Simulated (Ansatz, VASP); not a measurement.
# One calculation of RbBr, two programs

```
Rb Br
1.0
     4.12608    0.00000    0.00000
     0.00000    4.12608    0.00000
     0.00000    0.00000    4.12608
Rb Br
1 1
Direct
  0.00000 0.00000 0.00000
  0.50000 0.50000 0.50000
```

The cell comes from a database or a generator and needn't be the stable form of this composition.

Alike in both runs: task relaxation of cell and atoms; functional LDA; k mesh 6 × 6 × 6; occupations gaussian, width 0.02 eV; no spin polarisation.

```csv
,VASP,Ansatz
version,VASP 6.6.1,Ansatz 0.2.0
potentials or method,"VASP PAW LDA potentials, release 64 (Rb_sv, Br)","scalar-relativistic, plane waves, PAW"
plane-wave cutoff (eV),600,420
valence electrons in the cell,16,16
```

VASP gave:

```
gap on the k mesh at the Fermi level, each at its own relaxed structure (eV) : 4.11
relaxed volume (Å³/atom)                                                     : 31.32
relaxed cell length with the largest relative difference (Å)                 : 3.971
energy change over the relaxation (meV/atom)                                 : -26
```

Question: What did Ansatz give for the same quantities?

Answer: gap on the k mesh at the Fermi level, each at its own relaxed structure (eV): 4.11; relaxed volume (Å³/atom): 31.23; relaxed cell length with the largest relative difference (Å): 3.968; energy change over the relaxation (meV/atom): -27.

A k mesh can miss the band edges. Expect the measured gap to be larger: semilocal functionals such as LDA lack the derivative discontinuity.
